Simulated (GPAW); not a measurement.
# As (R-3m) in GPAW: equation of state

How stiff is As in PBEsol, and what volume does it want? The cell is scaled to several volumes.

Program: GPAW 26.7.0. These are calculated values, not measurements. Logs are shortened: lines on timing, memory, paths and dates and some standing lists are left out, and cuts for length are marked. The log counts tension as positive stress, the text compression.

**1. The structure**

The structure is trigonal, space group R-3m (No. 166). The conventional cell has a = 3.762 Å, b = 3.762 Å, c = 10.542 Å, α = 90.00°, β = 90.00°, γ = 120.00°. Around As (site symmetry 3m) lie 3 As at 2.51 Å.

**2. Equation of state, PBEsol**

The input, run.py:

```python
from ase import Atoms
from ase.eos import EquationOfState
from ase.io import Trajectory
from ase.units import GPa
from gpaw import GPAW, PW, setup_paths

setup_paths.insert(0, '.')

atoms = Atoms(['As', 'As'],
              cell=[[1.8807968987, 1.0858785957, 3.5140619945],
                    [-1.8807968987, 1.0858785957, 3.5140619945],
                    [0.0, -2.1717571915, 3.5140619945]],
              scaled_positions=[[0.226, 0.226, 0.226],
                                [0.774, 0.774, 0.774]],
              pbc=True)

traj = Trajectory('eos.traj', 'w')
volumes, energies = [], []
for x in [0.94, 0.96, 0.98, 1.0, 1.02, 1.04, 1.06]:
    a = atoms.copy()
    a.set_cell(atoms.cell * x**(1 / 3), scale_atoms=True)
    calc = GPAW(mode=PW(600),
                xc='PBEsol',
                kpts={'size': (9, 9, 9), 'gamma': True},
                occupations={'name': 'fermi-dirac', 'width': 0.05},
                nbands=13,
                convergence={'density': 1e-05, 'energy': 1e-05},
                maxiter=150,
                txt=f'eos-{x:.2f}.txt')
    a.calc = calc
    energies.append(a.get_potential_energy(force_consistent=True))
    volumes.append(a.get_volume())
    p = -a.get_stress()[:3].mean() / GPa
    calc.write(f'eos-{x:.2f}.gpw')
    traj.write(a)
    print(f'{x:.2f} {volumes[-1]:10.4f} A^3 {energies[-1]:14.6f} eV {p:9.3f} GPa', flush=True)

v0, e0, B = EquationOfState(volumes, energies, eos='birchmurnaghan').fit()
print(f'V0 = {v0:.4f} A^3, E0 = {e0:.6f} eV, B0 = {B / GPa:.2f} GPa')
```

Potentials or basis: PAW data sets generated in the run's folder for this functional, pw.

Started as:

```
$ gpaw-setup -f PBEsol As
$ OMP_NUM_THREADS=1 python run.py
```

Output:

```text
__  _  _
 | _ |_)|_||  |
 |__||  | ||/\| - 26.7.0

Input parameters:
  mode=PW(ecut=600.0),
  convergence={'density': 1e-05, 'energy': 1e-05},
  kpts=MonkhorstPack(size=(9, 9, 9), gamma=True),
  maxiter=150,
  nbands=13,
  occupations=Occupations(name='fermi-dirac', width=0.05),
  xc=XC(name='PBEsol')

Diagonalizing LCAO Hamiltonian
Converting LCAO to pw mode

       As

       As

Atoms  # Å, Bohr magnetons
|   | symbol |         x |         y |        z |    initial magnetic moments |
|---|--------|-----------|-----------|----------|-----------------------------|
| 0 |     As | -0.000000 | -0.000000 | 2.333897 | ( 0.0000,  0.0000,  0.0000) |
| 1 |     As | -0.000000 | -0.000000 | 7.993082 | ( 0.0000,  0.0000,  0.0000) |

Unit cell  # Å
| periodic |         x |         y |        z |  lengths |    angles |
|----------|-----------|-----------|----------|----------|-----------|
|      yes |  1.842403 |  1.063712 | 3.442326 | 4.046670 | 54.167000 |
|      yes | -1.842403 |  1.063712 | 3.442326 | 4.046670 | 54.167000 |
|      yes |  0.000000 | -2.127423 | 3.442326 | 4.046670 | 54.167000 |

Number of symmetries: 12
Symmetry operations  # r_c * U_cc + t_c -> r_c
|    | kind |            matrix            |
|----|------|------------------------------|
|  0 |  E   |  1, 0, 0,  0, 1, 0,  0, 0, 1 |
|  1 |  σ   |  1, 0, 0,  0, 0, 1,  0, 1, 0 |
|  2 |  σ   |  0, 1, 0,  1, 0, 0,  0, 0, 1 |
|  3 |  C3  |  0, 1, 0,  0, 0, 1,  1, 0, 0 |
|  4 |  C3  |  0, 0, 1,  1, 0, 0,  0, 1, 0 |
|  5 |  σ   |  0, 0, 1,  0, 1, 0,  1, 0, 0 |
|  6 |  C2  |  0, 0,-1,  0,-1, 0, -1, 0, 0 |
|  7 |  S6  |  0, 0,-1, -1, 0, 0,  0,-1, 0 |
|  8 |  S6  |  0,-1, 0,  0, 0,-1, -1, 0, 0 |
|  9 |  C2  |  0,-1, 0, -1, 0, 0,  0, 0,-1 |
| 10 |  C2  | -1, 0, 0,  0, 0,-1,  0,-1, 0 |
| 11 |  i   | -1, 0, 0,  0,-1, 0,  0, 0,-1 |

BZ-sampling:
  Number of BZ points: 729
  Number of IBZ points: 85

  Monkhorst-Pack size: [9, 9, 9]
  Monkhorst-Pack shift: [0, 0, 0]

K-points  # in reciprocal-cell coordinates
|     |                                coordinates |     weight |
|-----|--------------------------------------------|------------|
|   0 | (  0.00000000,   0.00000000,   0.00000000) | 0.00137174 |
|   1 | (  0.11111111,   0.00000000,  -0.11111111) | 0.00823045 |
|   2 | (  0.11111111,   0.00000000,   0.00000000) | 0.00823045 |
|   3 | (  0.11111111,   0.11111111,  -0.11111111) | 0.00823045 |
|   4 | (  0.11111111,   0.11111111,   0.00000000) | 0.00823045 |
|   5 | (  0.11111111,   0.11111111,   0.11111111) | 0.00274348 |
|   6 | (  0.22222222,  -0.11111111,  -0.11111111) | 0.00823045 |
|   7 | (  0.22222222,   0.00000000,  -0.22222222) | 0.00823045 |
|   8 | (  0.22222222,   0.00000000,  -0.11111111) | 0.01646091 |
|   9 | (  0.22222222,   0.00000000,   0.00000000) | 0.00823045 |
| ... |                                            |            |
|  84 | (  0.44444444,   0.44444444,   0.44444444) | 0.00274348 |

Plane wave coefficients: 1382
Cutoff: 600.0 eV

Spin-components: 1 (collinear spins)
Bands:           13
Projectors:      10
Spin-degeneracy: 2
Datatype:        complex128

Parallelization:
  kpt:    1
  domain: 1
  band:   1

Density:
  Valence electrons: 10.0
  Components: 1
  Grid points: [24 24 24]
  Charge: 0.0  # |e|

Potential:
  Grid points: [24 24 24]

species:
  As:
    name:    Arsenic
    Z:       33.0
    valence: 5
    core:    28
    charge:  0.0  # [|e|]
    compensation charges:
      type: gauss
      rc: 0.33  # [Å]
      lmax: 2
    cutoffs:
      filter: 1.87  # [Å]
      core: 2.96  # [Å]
    projectors
    | kind |    occ | energy [eV] | rcut [Å] |
    |------|--------|-------------|----------|
    |   4s |  2.000 |     -14.495 |    1.058 |
    |   4p |  3.000 |      -5.197 |    1.058 |
    |    s |        |      12.716 |    1.058 |
    |    p |        |      22.014 |    1.058 |
    |    d |        |       0.000 |    1.058 |

    Using partial waves for As as LCAO basis

Reference energy: -122918.886158  # eV

eigensolver:
  PPCG
  Converge bands: occupied
  niter=2

density mixing:
  MSR1-Mixer
  Pratt-step length: 0.05
  Maximum mixing coefficient: 0.75
  Old densities: 10
  SVD Regularization: 0.005
  Good broyden scale: 1.0
  Trust region scale: 1.0
  Backstep threshold: 4.0
  History deletion threshold: 6.0
  Fourier metric: weight=20.0, sigma=0.015

occupation numbers:
  Fermi-Dirac:
    width: 0.0500  # eV

poisson solver:
  ecut: 4800.0  # eV

xc functional:
  name: PBEsol with 2 nearest neighbor stencil

convergence criteria:
- Maximum integral of absolute [dens]ity change: 1e-05 electrons / valence electron
- Maximum [total energy] change in last 3 cyles: 1e-05 eV / valence electron
- Maximum integral of absolute [eigenst]ate change: 4e-08 eV^2 / valence electron
maximum number of iterations: 150

SCF iterations
|iter     | |      energy | eigst |  dens |
|---------|-|-------------|-------|-------|
|iter:   1| |  -10.168147 | -0.68 |       |
|iter:   2| |  -10.166576 | -3.00 | -1.16 |
|iter:   3| |  -10.142001 | -3.16 | -1.19 |
|iter:   4| |  -10.140654 | -4.04 | -1.77 |
|iter:   5| |  -10.140659 | -6.16 | -2.83 |
|iter:   6| |  -10.140660c| -7.35 | -3.40 |
|iter:   7| |  -10.140660c| -8.51c| -4.08 |
|iter:   8| |  -10.140660c| -9.37c| -5.29c|

Converged in 8 steps
Energy contributions relative to reference atoms: (reference = -122918.886158)

Energy contributions:
  Kinetic:          25.158133
  Coulomb:         -23.330338
  Zero:             -0.028523
  External:          0.000000
  Xc:              -11.939248
  Entropy:          -0.001368
  Spinorbit:         0.000000
  ----------------------------
  Free energy:     -10.141344
  Extrapolated:    -10.140660

dipole moment: (0.000000, 0.000000, -0.000024)  # |e|*Ang

Fermi level: 7.761
Eigenvalues  # (at kpt = [0.000, 0.000, 0.000])
| band index |      eig [eV] | occ [0-2] |
|------------|---------------|-----------|
|          0 |        -7.982 |     2.000 |
|          1 |         2.216 |     2.000 |
|          2 |         4.989 |     2.000 |
|          3 |         5.515 |     2.000 |
|          4 |         5.515 |     2.000 |
|          5 |         9.249 |     0.000 |
|          6 |        10.678 |     0.000 |
|          7 |        10.678 |     0.000 |
|          8 |        14.535 |     0.000 |
|          9 |        14.535 |     0.000 |
|         10 |        15.147 |     0.000 |
|         11 |        16.558 |     0.000 |
|         12 |        16.561 |     0.000 |

No gap
No difference between direct/indirect transitions

Stress tensor  # eV/Ang^3
|         x |         y |         z |
|-----------|-----------|-----------|
| -0.044179 | -0.000000 |  0.000000 |
|  0.000000 | -0.044179 | -0.000000 |
|  0.000000 | -0.000000 | -0.025963 |

# Writing to eos-0.94.gpw (mode='')
```

eos-0.96.txt:

```text
SCF iterations
|iter     | |      energy | eigst |  dens |
|---------|-|-------------|-------|-------|
|iter:   1| |  -10.193807 | -0.69 |       |
|iter:   2| |  -10.192404 | -3.02 | -1.17 |
|iter:   3| |  -10.169157 | -3.24 | -1.19 |
|iter:   4| |  -10.167801 | -4.10 | -1.77 |
|iter:   5| |  -10.167807 | -6.18 | -2.85 |
|iter:   6| |  -10.167809c| -7.35 | -3.39 |
|iter:   7| |  -10.167809c| -8.51c| -4.09 |
[... 34 lines left out ...]
|         11 |        16.263 |     0.000 |
|         12 |        16.265 |     0.000 |

No gap
No difference between direct/indirect transitions

Stress tensor  # eV/Ang^3
|         x |         y |         z |
|-----------|-----------|-----------|
| -0.029674 | -0.000000 |  0.000000 |
|  0.000000 | -0.029674 | -0.000000 |
|  0.000000 | -0.000000 | -0.016244 |

# Writing to eos-0.96.gpw (mode='')
```

It took 2.5 min on 1 thread of Arm Neoverse V2, shared host; peak memory 0.37 GiB.

What came out:

```
Equilibrium volume                        : 21.67 Å³/atom
Bulk modulus at fixed shape and positions : 78 GPa
Pressure derivative of the bulk modulus   : 4.2
```

Energy against volume, from the lowest point:
```
volume (Å³/atom)  energy (meV/atom)
          20.239              25.49
          20.669              11.89
          21.100               3.57
          21.530               0.00
          21.961               0.72
          22.392               5.30
          22.822              13.38
```

Caveat: the cell was scaled at fixed shape and fractional positions, which overstates the stiffness of a crystal with free parameters, most of all of layers and chains.
